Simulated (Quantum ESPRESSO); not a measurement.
## Si2W under changes of volume

One of the cells (13.479 Å³/atom); the others are scaled copies at fixed shape and fractional positions:

```
CELL_PARAMETERS angstrom
-1.60690 1.60690 3.91495
1.60690 -1.60690 3.91495
1.60690 1.60690 -3.91495
ATOMIC_POSITIONS crystal
W 0.00000 0.00000 0.00000
Si 0.66530 0.66530 0.00000
Si 0.33470 0.33470 0.00000
```

| Quantity | Value |
| --- | --- |
| Program | Quantum ESPRESSO 7.5 |
| Functional | LDA |
| Potentials or basis | GBRV 1.5 LDA |
| Cutoff | 762 eV |
| Density cutoff | 6095 eV |
| k mesh | 12 × 12 × 12 |
| Occupations | fermi-dirac, width 0.05 eV |
| Spin | no spin polarisation |

```tsv
volume (Å³/atom)	energy over the lowest point (meV/atom)	pressure (GPa)
12.670	?	?
12.939	2.66	4.2
13.209	0.00	-1.0
13.479	5.54	-5.6
13.748	18.40	-9.7
14.018	37.81	-13.4
14.287	63.10	-16.7
```

**Question.** What does the run at 12.670 Å³/atom give?

**Answer.** Energy over the lowest point 14.46 meV/atom; pressure 9.9 GPa.

Worked out: A Birch-Murnaghan fit of order 3 (a polynomial in V^(-2/3)) to the other rows has its minimum at 13.16 Å³/atom with B0 = V·E''(V) = 242 GPa and B' = 4.3 at fixed shape and positions, which overstates the stiffness. It gives 14.39 meV/atom at 12.670 Å³/atom, against the run's 14.46, and -dE/dV = 9.9 GPa, against 9.9.

Energies are extrapolated to zero smearing.
